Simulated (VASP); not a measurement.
# Zr6C5 in VASP: a series of runs

One slab, Zr6C5, is run at these levels: PBE; tasks: single point.

Everything below comes from runs of VASP 6.6.1. Logs are shortened: lines on timing, memory, paths and dates and some standing lists are left out, and cuts for length are marked.

**1. Starting point**

The cell holds a slab with vacuum, 11 atoms: a = 3.324 Å, b = 3.324 Å, c = 17.569 Å, α = 90.00°, β = 90.00°, γ = 120.00°.

**2. Single point, PBE**

INCAR reads:

```
  PREC = Accurate
  ENCUT = 460
  EDIFF = 1E-7
  ISMEAR = 1
  SIGMA = 0.1
  LREAL = F
  LASPH = T
  NELM = 120
  ALGO = Normal
  ISIF = 2
  LWAVE = F
  LCHARG = F
  LDIPOL = T
  IDIPOL = 3
  DIPOL = 0.5 0.5 0.500
  GGA = PE
  NBANDS = 65
  LVHAR = T
  LVACPOTAV = T
```

KPOINTS reads:

```
Automatic mesh
0
Gamma
  9 9 1
```

POSCAR reads:

```
Zr6C5
1.0
    3.3236988564      0.0000000000      0.0000000000
   -1.6618494282      2.8784076442      0.0000000000
    0.0000000000      0.0000000000     17.5689437615
Zr C
6 5
Direct
    0.3333333333      0.6666666667      0.1138372362
    0.0000000000      0.0000000000      0.2683023417
    0.6666666667      0.3333333333      0.4227674472
    0.3333333333      0.6666666667      0.5772325528
    0.0000000000      0.0000000000      0.7316976583
    0.6666666667      0.3333333333      0.8861627638
    0.6666666667      0.3333333333      0.1910697889
    0.3333333333      0.6666666667      0.3455348945
    0.0000000000      0.0000000000      0.5000000000
    0.6666666667      0.3333333333      0.6544651055
    0.3333333333      0.6666666667      0.8089302111
```

Potentials or basis: VASP PAW PBE potentials, release 64 (Zr_sv, C).

Command:

```sh
$ cat potpaw_PBE.64/Zr_sv/POTCAR potpaw_PBE.64/C/POTCAR > POTCAR
$ mpirun -np 1 vasp_std > vasp.out
```

OUTCAR:

```text
PREC = Accurate
   ENCUT = 460
   EDIFF = 1E-7
   ISMEAR = 1
   LREAL = F
   LASPH = T
   NELM = 120
   ISIF = 2
   GGA = PE

 Found     12 irreducible k-points:

 Following reciprocal coordinates:
            Coordinates               Weight
  0.000000  0.000000  0.000000      1.000000
  0.111111 -0.000000  0.000000      6.000000
  0.222222 -0.000000  0.000000      6.000000
  0.333333 -0.000000  0.000000      6.000000
  0.444444 -0.000000  0.000000      6.000000
  0.111111  0.111111  0.000000      6.000000
   k-points           NKPTS =     12   k-points in BZ     NKDIM =     12   number of bands    NBANDS=     65
   number of dos      NEDOS =    301   number of ions     NIONS =     11
   total plane-waves  NPLWV =  72576
   dimension x,y,z NGX =    24 NGY =   24 NGZ =  126
   dimension x,y,z NGXF=    48 NGYF=   48 NGZF=  252
   ions per type =               6   5
   NGX,Y,Z   is equivalent  to a cutoff of  12.00, 12.00, 11.92 a.u.
   NGXF,Y,Z  is equivalent  to a cutoff of  24.01, 24.01, 23.85 a.u.
 SYSTEM =  unknown system
   PREC   = accura    normal or accurate (medium, high low for compatibility)
   ISTART =      0    job   : 0-new  1-cont  2-samecut
   ICHARG =      2    charge: 1-file 2-atom 10-const
   ISPIN  =      1    spin polarized calculation?
   LNONCOLLINEAR =      F non collinear calculations
   LSORBIT =      F    spin-orbit coupling
   LASPH  =      T    aspherical Exc in radial PAW
   ENCUT  =  460.0 eV  33.81 Ry    5.81 a.u.   5.81  5.81 30.72*2*pi/ulx,y,z
   NELM   =    120;   NELMIN=  2; NELMDL= -5     # of ELM steps
   EDIFF  = 0.1E-06   stopping-criterion for ELM
   LREAL  =      F    real-space projection
   EDIFFG = 0.1E-05   stopping-criterion for IOM
   NSW    =      0    number of steps for IOM
   IBRION =     -1    ionic relax: 0-MD 1-quasi-New 2-CG
   NFREE  =      0    steps in history (QN), initial steepest desc. (CG)
   ISIF   =      2    stress and relaxation
   ISYM   =      2    0-nonsym 1-usesym 2-fastsym
   POTIM  = 0.5000    time-step for ionic-motion
   TEBEG  =    0.0;   TEEND  =   0.0 temperature during run
   PSTRESS=    0.0 pullay stress
   NELECT =      92.0000    total number of electrons
   NUPDOWN=      -1.0000    fix difference up-down
   EMIN   =  10.00;   EMAX   =-10.00  energy-range for DOS
   EFERMI =   0.00;   METHOD = LEGACY
   ISMEAR =     1;   SIGMA  =   0.10  broadening in eV -4-tet -1-fermi 0-gaus
   EFERMI_NEDOS =   21; number of points for ismear=-14 and -15
   IALGO  =     38    algorithm
   IMIX   =      4    mixing-type and parameters
     AMIX     =   0.40;   BMIX     =  1.00
     AMIX_MAG =   1.60;   BMIX_MAG =  1.00
  volume/ion in A,a.u.               =      15.28       103.12
  Fermi-wavevector in a.u.,A,eV,Ry     =   1.339155  2.530636 24.399825  1.793337
  Thomas-Fermi vector in A             =   2.467569
   LORBIT       =      0    0 simple, 1 ext, 2 COOP (PROOUT), +10 PAW based schemes
   GGA     = PE    functional components
   LHFCALC =     F    Hartree Fock is set to
   AEXX    =    0.0000 exact exchange contribution
   IVDW    =     0    specifies the selected vdW correction
   LEPSILON=     F    determine dielectric tensor
   LRPA    =     F    only Hartree local field effects (RPA)
 non-spin polarized calculation
 Methfessel and Paxton  Order N= 1 SIGMA  =   0.10
  energy-cutoff  :      460.00
  volume of cell :      168.08
 maximum number of plane-waves:      3790
 NGX is ok and might be reduce to    24
   NGX = 11   NGY = 11   NGZ = 61

 dipolmoment           0.000000      0.000000     -0.000000 electrons x Angstroem

 number of electron      91.9999995 magnetization

 dipolmoment           0.000000      0.000000      0.000000 electrons x Angstroem

 Free energy of the ion-electron system (eV)
  ---------------------------------------------------
  ext. energy  EPLUGINS =         0.00000000
  ---------------------------------------------------
  free energy    TOTEN  =      -104.75187176 eV

  energy without entropy =     -104.74550802  energy(sigma->0) =     -104.74975051

 E-fermi :   8.5462     XC(G=0): -11.3912

 val. band max:        8.5449537490   @ k =   0.2222   0.1111   0.0000
 cond. band min:       8.5530497622   @ k =   0.3333   0.1111   0.0000
 fundamental gap:      0.0080960133
 Fermi energy:         8.5461882688

 k-point     1 :       0.0000    0.0000    0.0000
  band No.  band energies     occupation
      1     -40.4899      2.00000
      2     -40.4892      2.00000
      3     -39.6520      2.00000
      4     -39.6495      2.00000
      5     -39.5575      2.00000
      6     -39.5093      2.00000
[... 50 lines left out ...]
     57      11.1798      0.00000
     58      11.1798      0.00000

 k-point     2 :       0.1111   -0.0000    0.0000
  band No.  band energies     occupation
      1     -40.4826      2.00000
      2     -40.4820      2.00000
      3     -39.6434      2.00000
      4     -39.6412      2.00000
      5     -39.5491      2.00000
      6     -39.5033      2.00000
[... 50 lines left out ...]
     57      11.4303      0.00000
     58      11.4742      0.00000
[... 181 lines left out ...]
     57      12.6755      0.00000
     58      12.7775      0.00000

 k-point     6 :       0.1111    0.1111    0.0000
  band No.  band energies     occupation
      1     -40.4698      2.00000
      2     -40.4692      2.00000
      3     -39.6283      2.00000
      4     -39.6267      2.00000
      5     -39.5340      2.00000
      6     -39.4928      2.00000
[... 50 lines left out ...]
     57      11.6856      0.00000
     58      12.0689      0.00000

 [... further k-points ...]

 [bands above 58 left out]

------------------------ aborting loop because EDIFF is reached ----------------------------------------

  FORCE on cell =-STRESS in cart. coord.  units (eV):
  Direction    XX          YY          ZZ          XY          YZ          ZX
  --------------------------------------------------------------------------------------
  -------------------------------------------------------------------------------------
  Total       -0.2694325     -0.2694325     -9.6330805      0.0000000      0.0000000     -0.0000000
  in kB       -2.5682716     -2.5682716    -91.8239885      0.0000000      0.0000000     -0.0000000
  external PRESSURE =     -32.3201772 kB  Pullay stress =       0.0000000 kB

 VOLUME and BASIS-vectors are now :
 -----------------------------------------------------------------------------
  energy-cutoff  :      460.00
  volume of cell :      168.08
      direct lattice vectors                 reciprocal lattice vectors
     3.323698856  0.000000000  0.000000000     0.300869616  0.173707154  0.000000000
    -1.661849428  2.878407644  0.000000000     0.000000000  0.347414308  0.000000000
     0.000000000  0.000000000 17.568943762     0.000000000  0.000000000  0.056918618

 POSITION                                       TOTAL-FORCE (eV/Angst)
 -----------------------------------------------------------------------------------
     -0.00000      1.91894      2.00000        -0.000000      0.000000      0.927108
      0.00000      0.00000      4.71379         0.000000      0.000000      0.432118
      1.66185      0.95947      7.42758        -0.000000      0.000000     -0.008768
     -0.00000      1.91894     10.14137         0.000000      0.000000      0.008768
      0.00000      0.00000     12.85516        -0.000000     -0.000000     -0.432118
      1.66185      0.95947     15.56894         0.000000     -0.000000     -0.927108
      1.66185      0.95947      3.35689         0.000000      0.000000     -1.969701
     -0.00000      1.91894      6.07068        -0.000000      0.000000     -0.234956
      0.00000      0.00000      8.78447        -0.000000      0.000000      0.000000
      1.66185      0.95947     11.49826        -0.000000     -0.000000      0.234956
     -0.00000      1.91894     14.21205        -0.000000     -0.000000      1.969701
 -----------------------------------------------------------------------------------
    total drift:                                0.000000      0.000000      0.000000

  FREE ENERGIE OF THE ION-ELECTRON SYSTEM (eV)
  ---------------------------------------------------
  free  energy   TOTEN  =      -104.7518717581 eV

  energy  without entropy=     -104.7455080233  energy(sigma->0) =     -104.74975051
```

OSZICAR:

```text
N       E                     dE             d eps       ncg     rms          rms(c)
DAV:   1     0.822298291107E+03    0.82230E+03   -0.44854E+04  1584   0.129E+03
DAV:   2    -0.458430464460E+02   -0.86814E+03   -0.82966E+03  1780   0.401E+02
DAV:   3    -0.122002116414E+03   -0.76159E+02   -0.75146E+02  2359   0.956E+01
[... 12 lines left out ...]
DAV:  16    -0.104751892343E+03   -0.32234E-04   -0.19975E-04  2336   0.444E-02    0.326E-02
DAV:  17    -0.104751871897E+03    0.20447E-04   -0.66511E-05  2056   0.279E-02    0.962E-03
DAV:  18    -0.104751872006E+03   -0.10973E-06   -0.88721E-06  2136   0.958E-03    0.543E-03
DAV:  19    -0.104751871957E+03    0.49336E-07   -0.13143E-06  1880   0.427E-03    0.176E-03
DAV:  20    -0.104751871698E+03    0.25926E-06   -0.22081E-07  1424   0.213E-03    0.782E-04
DAV:  21    -0.104751871758E+03   -0.60470E-07   -0.71185E-08  1064   0.818E-04
   1 F= -.10475187E+03 E0= -.10474975E+03  d E =-.636373E-02
```

Wall time 4 min (1 thread of AMD EPYC 7R43 (Zen 3), shared host); peak memory 0.24 GiB.

These settings aren't checked as converged: the numbers below hold their error.

Results:

| Quantity | Value |
| --- | --- |
| Free energy | -104.7519 eV |
| Largest force | 1.970 eV/Å |
| Band gap on the k mesh | none (metal or under the smearing width) |

Caveat: the cutoff is under 1.25 times the usual one of these potentials, so pressure, stress and relaxed cells hold a basis-set (Pulay) error.

**3. Single point, PBE**

This run uses another cell than the first one, of 17.02 Å³/atom, 1.114 times its volume.

INCAR is that of step 2.

KPOINTS is that of step 2.

POSCAR reads:

```
Zr6C5
1.0
    3.3236988564      0.0000000000      0.0000000000
   -1.6618494282      2.8784076442      0.0000000000
    0.0000000000      0.0000000000     19.5689437615
Zr C
6 5
Direct
    0.3333333333      0.6666666667      0.1533041352
    0.0000000000      0.0000000000      0.2919824811
    0.6666666667      0.3333333333      0.4306608270
    0.3333333333      0.6666666667      0.5693391730
    0.0000000000      0.0000000000      0.7080175189
    0.6666666667      0.3333333333      0.8466958648
    0.6666666667      0.3333333333      0.2226433082
    0.3333333333      0.6666666667      0.3613216541
    0.0000000000      0.0000000000      0.5000000000
    0.6666666667      0.3333333333      0.6386783459
    0.3333333333      0.6666666667      0.7773566918
```

Potentials or basis: VASP PAW PBE potentials, release 64 (Zr_sv, C).

Command:

```sh
$ cat potpaw_PBE.64/Zr_sv/POTCAR potpaw_PBE.64/C/POTCAR > POTCAR
$ mpirun -np 1 vasp_std > vasp.out
```

It took 4.9 min on 1 thread of AMD EPYC 7R43 (Zen 3), shared host; peak memory 0.26 GiB.

These settings aren't checked as converged: the numbers below hold their error.

Results:

| Property | Result |
| --- | --- |
| Free energy | -103.8104 eV |
| Largest force | 1.716 eV/Å |
| Band gap on the k mesh | none (metal or under the smearing width) |

Caveat: the cutoff is under 1.25 times the usual one of these potentials, so pressure, stress and relaxed cells hold a basis-set (Pulay) error.

(Part 1 of 2 ends here.)
